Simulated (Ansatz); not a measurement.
The system is KBr.

```
Br K
1.0
     0.00000    3.30000    3.30000
     3.30000    0.00000    3.30000
     3.30000    3.30000    0.00000
Br K
1 1
Direct
  0.50000 0.50000 0.50000
  0.00000 0.00000 0.00000
```

| Quantity | Value |
| --- | --- |
| Program | Ansatz 0.2.0 |
| Task | relaxation of cell and atoms |
| Functional | BLYP |
| Dispersion | D3(BJ) |
| Potentials or basis | Ansatz PAW |
| Cutoff | 420 eV (not typed: the program's choice for these potentials) |
| k mesh | 7 × 7 × 7 |
| Occupations | fermi-dirac, width 0.05 eV |
| Spin | no spin polarisation |

At the start: volume 35.94 Å³/atom.

Problem. How do energy, volume and symmetry change on relaxing?

Solution. It ends after 4 steps and the volume is 34.21 Å³/atom (-4.8 %); space group Fm-3m (No. 225, to 0.05 Å).

The path:
```csv
step,energy change (eV),largest force (eV/Å),volume (Å³)
1,0.0000,0.0000,71.87
2,-0.0060,0.0000,70.24
3,-0.0082,0.0000,68.42
4,-0.0080,0.0000,68.42
```

Final structure:
```cif
data_structure
_symmetry_space_group_name_H-M 'P 1'
_symmetry_Int_Tables_number 1
_cell_length_a 4.5909
_cell_length_b 4.5909
_cell_length_c 4.5909
_cell_angle_alpha 60.000
_cell_angle_beta 60.000
_cell_angle_gamma 60.000
_cell_volume 68.42
loop_
_atom_site_label
_atom_site_type_symbol
_atom_site_fract_x
_atom_site_fract_y
_atom_site_fract_z
_atom_site_occupancy
Br1 Br 0.50000 0.50000 0.50000 1
K1 K 0.00000 0.00000 0.00000 1
```

Caveat: the plane-wave basis is chosen anew once the cell has moved, so the energies of steps on either side of that aren't comparable; the PAW data sets come from PBE, with cores solved anew for the run's functional, which leaves a small shift of forces and pressure.
